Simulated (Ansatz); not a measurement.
Al2Cu in Ansatz: convergence with ecutfock ratio

Input of the first run (ecutfock ratio 1); the others differ in this setting and in those tied to it:

input.yaml

```yaml
crystal:
  lattice:
    - [4.105182, 0.0, 0.0]
    - [0.0, 4.105182, 0.0]
    - [0.0, 0.0, 2.891313]
  atoms:
    - { symbol: Cu, position: [0.0, 0.0, 0.0] }
    - { symbol: Al, position: [0.0, 0.5, 0.5] }
    - { symbol: Al, position: [0.5, 0.0, 0.5] }
hamiltonian:
  xc: hse06
  pseudopotentials: { kind: paw }
kpoints:
  mp_grid: { grid: [4, 4, 5] }
scf:
  occupations: { method: cold, width: 0.05 }
  exx: { ecutfock_ratio: 1 }
output:
  forces: true
  stress: true
  eigenvalues: true
```

Potentials or basis: Ansatz PAW.

Launch:

```console
$ ansatz run input.yaml --threads 2 --pin off --max-ram 5632MiB --backend cpu --events-out ev --progress --plain --runs-dir out
```

The cell comes from a database or a generator and needn't be the stable form of this composition.

Hardware: 2 threads of Arm Neoverse N1, with other jobs on the host.

The values tried are 1, 2, 3, 4, loosest first. From which on does the energy stay within 1 meV/atom of the tightest run that finished?

From 2 on.

| ecutfock ratio | energy less the tightest run, at zero smearing (meV/atom) | SCF cycles | CPU time (s) | peak memory (GiB) |
| --- | --- | --- | --- | --- |
| 1 | 33.75 | 21 | 36 | 0.72 |
| 2 | 0.17 | 21 | 41 | 0.79 |
| 3 | 0.00 | 21 | 47 | 0.88 |
| 4 | 0.00 | 21 | 47 | 0.89 |

The tightest run that finished is the yardstick and may itself not be fully converged.

Caveat, for the tightest run too: the k mesh is coarse (spacing up to 0.43 Å⁻¹), so the values aren't converged, least of all with exact exchange.
